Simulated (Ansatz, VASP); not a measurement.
# SnO2 (Cassiterite): VASP beside Ansatz, part 2 of 2

Aim: how closely do two programs agree when they are given the same cell, functional and k mesh? Of the first pair: The two relaxations start from unlike cells of this crystal (the structure described is Ansatz's start), so only their ends are compared.

VASP 6.6.1 and Ansatz 0.2.0.

So far: The structure; VASP: relaxation of cell and atoms, PBE; Ansatz: relaxation of cell and atoms, PBE.

### Step 4. Comparison

Known differences besides the potentials themselves: the cutoff is 420 eV in Ansatz and 600 eV in VASP; Ansatz adds a Pulay correction to the stress that steers its cell, VASP none. Total energies have different zeros and are not compared.

Compared:

| quantity | Ansatz | VASP | difference |
| --- | --- | --- | --- |
| volume (Å³) | 75.46 | 75.62 | -0.22 % |
| edge a after relaxation, in the typed setting (Å) | 4.827 | 4.830 | -0.05 % |
| edge c after relaxation, in the typed setting (Å) | 3.238 | 3.242 | -0.12 % |

### Step 5. VASP: relaxation of cell and atoms, LDA

The relaxed volume is the usual yardstick between codes: in a stiff, nearly cubic crystal its relative difference is about their pressure difference at one cell divided by the bulk modulus.

Input file INCAR:

```
SYSTEM = SnO2
PREC = Accurate
ENCUT = 600
EDIFF = 1E-07
NELM = 120
ISMEAR = -1
SIGMA = 0.05
LREAL = .FALSE.
ALGO = Normal
GGA = PW92
NBANDS = 32
LORBIT = 11
LWAVE = .FALSE.
LCHARG = .FALSE.
ISIF = 3
IBRION = 2
NSW = 80
EDIFFG = -0.005
LASPH = .TRUE.
GGA_COMPAT = .FALSE.
NELMIN = 4
EFERMI = MIDGAP
KPAR = 2
```

Input file POSCAR:

```
SnO2
1.0
    4.7357000000      0.0000000000      0.0000000000
    0.0000000000      4.7357000000      0.0000000000
    0.0000000000      0.0000000000      3.1873200000
Sn O
2 4
Direct
    0.0000000000      0.0000000000      0.0000000000
    0.5000000000      0.5000000000      0.5000000000
    0.3052999557      0.3052999557      0.0000000000
    0.1947000443      0.8052999557      0.5000000000
    0.6947000443      0.6947000443      0.0000000000
    0.8052999557      0.1947000443      0.5000000000
```

Input file KPOINTS:

```
Automatic mesh
0
Gamma
6 6 8
0 0 0
```

PAW data sets: Sn_d and O (LDA family, release 64).

The run is started by

```
mpirun -np 2 vasp_std
```

Numbers of over 12 decimals in the logs are rounded to 6 here.

What it wrote:

```text
[banner, memory and clock lines left out]
running    2 mpi-ranks, on    1 nodes
[...]
|                                                                             |
|               ----> ADVICE to this user running VASP <----                  |
|                                                                             |
|     You enforced a specific xc type in the INCAR file but a different       |
|     [... a line on the potential file left out ...]
|     I HOPE YOU KNOW WHAT YOU ARE DOING!                                     |
|                                                                             |

 LDA part: xc-table for (Slater(with rela. corr.)+PW92), standard interpolation
 POSCAR, INCAR and KPOINTS ok, starting setup
[...]
entering main loop
       N       E                     dE             d eps       ncg     rms          rms(c)
DAV:   1     0.675722577821E+03    0.67572E+03   -0.28542E+04  3560   0.279E+03
DAV:   2     0.597147755331E+02   -0.61601E+03   -0.58970E+03  3480   0.720E+02
DAV:   3    -0.426383054403E+02   -0.10235E+03   -0.10051E+03  3616   0.233E+02
DAV:   4    -0.483417107183E+02   -0.57034E+01   -0.56718E+01  3856   0.595E+01
[...]
DAV:  13    -0.423236526779E+02    0.39051E-05   -0.14105E-05  5136   0.470E-02    0.167E-03
DAV:  14    -0.423236527923E+02   -0.11440E-06   -0.15233E-06  3696   0.956E-03    0.844E-04
DAV:  15    -0.423236527955E+02   -0.31714E-08   -0.49588E-08  2528   0.202E-03
   1 F= -.42323653E+02 E0= -.42323653E+02  d E =-.423237E+02
[... from here on, the cycles between the ionic steps are left out ...]
   2 F= -.42324859E+02 E0= -.42324859E+02  d E =-.120585E-02
   3 F= -.42324943E+02 E0= -.42324943E+02  d E =-.129028E-02
   4 F= -.42325224E+02 E0= -.42325224E+02  d E =-.281048E-03
   5 F= -.42325296E+02 E0= -.42325296E+02  d E =-.352485E-03
   6 F= -.42325316E+02 E0= -.42325316E+02  d E =-.204047E-04
 trial-energy change:   -0.000020  1 .order   -0.000021   -0.000039   -0.000002
 step:   0.9664(harm=  0.9608)  dis= 0.00023  next Energy=   -42.325316 (dE=-0.205E-04)
 reached required accuracy - stopping structural energy minimisation
```

From OUTCAR (step 5):

```text
  Total       -0.0032212     -0.0032212     -0.0000965      0.0000000      0.0000000      0.0000000
  in kB       -0.0723353     -0.0723353     -0.0021664      0.0000000      0.0000000      0.0000000
  external PRESSURE =      -0.0489457 kB  Pullay stress =       0.0000000 kB

 POSITION                                       TOTAL-FORCE (eV/Angst)
 -----------------------------------------------------------------------------------
      4.72549     -0.00000      3.19511         0.000000      0.000000      0.000000
      2.36274      2.36274      1.59755         0.000000      0.000000      0.000000
      1.44623      1.44623      0.00000        -0.000356     -0.000356     -0.000000
      0.91652      3.80897      1.59755         0.000356     -0.000356     -0.000000
      3.27926      3.27926      3.19511         0.000356      0.000356      0.000000
      3.80897      0.91652      1.59755        -0.000356      0.000356      0.000000
 -----------------------------------------------------------------------------------
    total drift:                                0.000000      0.000000     -0.000000

  FREE ENERGIE OF THE ION-ELECTRON SYSTEM (eV)
  ---------------------------------------------------
  free  energy   TOTEN  =       -42.3253159642 eV

  energy  without entropy=      -42.3253158639  energy(sigma->0) =      -42.32531591

[... 2 parts as in an earlier step ...]

[... 2 further parts left out ...]
[key lines of the parts left out:]
E-fermi :   6.4887
```

### Step 6. Ansatz: relaxation of cell and atoms, LDA

The same cell, functional (in two slightly different forms), mesh and smearing now go to Ansatz, which takes its cutoff from its data sets.

The cell is taken from a series of runs on this material, whose earlier steps may have relaxed, scaled, displaced or heated it; both programs get it as it stands.

Input file input.yaml:

```yaml
crystal:
  lattice:
    - [4.7357, 0.0, 0.0]
    - [0.0, 4.7357, 0.0]
    - [0.0, 0.0, 3.18732]
  atoms:
    - { symbol: Sn, position: [0.0, 0.0, 0.0] }
    - { symbol: Sn, position: [0.5, 0.5, 0.5] }
    - { symbol: O, position: [0.3053, 0.3053, 0.0] }
    - { symbol: O, position: [0.1947, 0.8053, 0.5] }
    - { symbol: O, position: [0.6947, 0.6947, 0.0] }
    - { symbol: O, position: [0.8053, 0.1947, 0.5] }
kpoints:
  mp_grid: { grid: [6, 6, 8] }
scf:
  occupations: { method: fermi_dirac, width: 0.05 }
hamiltonian:
  xc: lda
  pseudopotentials: { kind: paw, azcp: { folder: soft_1 }, xc_functional: pbe }
relax:
  f_tol: 0.01
  max_steps: 60
  cell: { stress_tol: 0.02 }
output:
  forces: true
  stress: true
```

The run is started by

```
ansatz run input.yaml --threads 4 --pin off --max-ram 10240MiB --backend cpu --events-out ev --progress --plain --runs-dir out
```

What it wrote:

```text
[...]
Crystal: 6 atoms, lattice volume = 71.482 Å³
Basis set: ecut = 420 eV, 1411 PW (Γ)
Bands: 32, of which v1, the nominal top of the filled ones, is band 26 counted from 1 (25 counted from 0)
Symmetry: 16 space group operations
[...]
k-points: 50 of 288
[...]
cell:  # Å, volume = 71.0460 Å³
    - [4.720166, 0, 0.0]
    - [0, 4.720166, 0.0]
    - [0.0, 0.0, 3.188786]
  atoms:
    - { symbol: Sn, position: [0, 0, 0.0] }
    - { symbol: Sn, position: [0.5, 0.5, 0.5] }
    - { symbol: O, position: [0.306075, 0.306075, 0.0] }
    - { symbol: O, position: [0.193925, 0.806075, 0.5] }
    - { symbol: O, position: [0.693925, 0.693925, 0.0] }
    - { symbol: O, position: [0.806075, 0.193925, 0.5] }
[key lines of the parts left out:]
SCF converged after 4 iterations
Free energy (F): -13980.541738 eV
Fermi energy:    9.905534 eV
P = ⅓ Tr σ = -0.0015 GPa (-0.015 kbar)
```

### Step 7. Side by side

What differs besides the data sets and the points named for the pairs above, as far as they apply: VASP's log shows a relativistic correction to its local exchange, Ansatz's none. Total energies have different zeros and are not compared.

Compared:

| quantity | Ansatz | VASP | difference |
| --- | --- | --- | --- |
| volume (Å³) | 71.05 | 71.35 | -0.42 % |
| edge a after relaxation, in the typed setting (Å) | 4.720 | 4.726 | -0.11 % |
| edge c after relaxation, in the typed setting (Å) | 3.189 | 3.195 | -0.20 % |

### Step 8. What came out

```yaml
difference_in_volume_relaxation_of_cell_and_atoms_pbe: -0.22 %
difference_in_volume_relaxation_of_cell_and_atoms_lda: -0.42 %
```

What this shows: The difference in volume is -0.42 % (relaxation of cell and atoms, LDA), within the 1.2 % picked in this series as the mark of a large difference, as far as the stopping tolerances let one tell. 2 further runs of this series are not shown here. Such differences can come from data sets, numerical settings and the points named under the comparisons, not from the functional's error against experiment.

[Lines on the potential files, build, host, timing and source positions are cut from VASP's logs without a mark.]

[Logs are printed without paths, hosts, clocks, repeated set-up lines and the standing remarks that a program may print on its own settings, such as how far it seeks lower states.]

[Hosts, paths, dates, database ids (printed as entryN), source tags and the programs' standing remarks are cut or masked in the printed files.]
